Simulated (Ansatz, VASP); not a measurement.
## One calculation of BN, two programs

File INCAR:

```
SYSTEM = BN
ALGO = Normal
EDIFF = 1E-6
ENCUT = 520
GGA = PE
ISIF = 2
ISMEAR = 0
LASPH = .True.
LCHARG = .False.
LREAL = .False.
LWAVE = .False.
NBANDS = 11
NELM = 60
PREC = Accurate
SIGMA = 0.02
```

The input KPOINTS:

```
k-points
0
Gamma
  12 12 12
  0 0 0
```

File POSCAR:

```
BN
1.0
    0.0000000000      1.8478937814      1.8478937814
    1.8478937814      0.0000000000      1.8478937814
    1.8478937814      1.8478937814      0.0000000000
B N
1 1
Direct
    0.0000000000      0.0000000000      0.0000000000
    0.7500000000      0.7500000000      0.7500000000
```

Input for Ansatz:

```yaml
crystal:
  lattice:
    - [0.0, 1.8478937814, 1.8478937814]
    - [1.8478937814, 0.0, 1.8478937814]
    - [1.8478937814, 1.8478937814, 0.0]
  atoms:
    - { symbol: B, position: [0.0, 0.0, 0.0] }
    - { symbol: "N", position: [0.75, 0.75, 0.75] }
basis:
  ecutwfc: 420
kpoints:
  mp_grid: { grid: [12, 12, 12] }
hamiltonian:
  xc: pbe
scf:
  occupations: { method: gaussian, width: 0.02 }
output:
  forces: true
  stress: true
  eigenvalues: true
```

Alike in both runs: task single point; functional PBE; k mesh 12 × 12 × 12; occupations gaussian, width 0.02 eV; no spin polarisation.

|  | VASP | Ansatz |
| --- | --- | --- |
| version | VASP 6.6.1 | Ansatz 0.2.0 |
| potentials or method | VASP PAW PBE potentials, release 64 (B, N) | scalar-relativistic, plane waves, PAW |
| plane-wave cutoff (eV) | 520 | 420 |
| valence electrons in the cell | 8 | 8 |

VASP gave:

```
gap on the k mesh at the Fermi level (eV) : 4.39
least direct gap on the mesh (eV)         : 8.50
pressure (GPa)                            : -19.4
```

**Question.** Estimate Ansatz's values.

**Answer.** gap on the k mesh at the Fermi level (eV): 4.40; least direct gap on the mesh (eV): 8.51; pressure (GPa): -19.4.

With one functional, cell and mesh, what is left measures potentials, basis and numerics.

Caveats: so large a pressure means that the cell lies far from this level's equilibrium, or that cutoff or potentials fall short (VASP). A k mesh can miss the band edges.
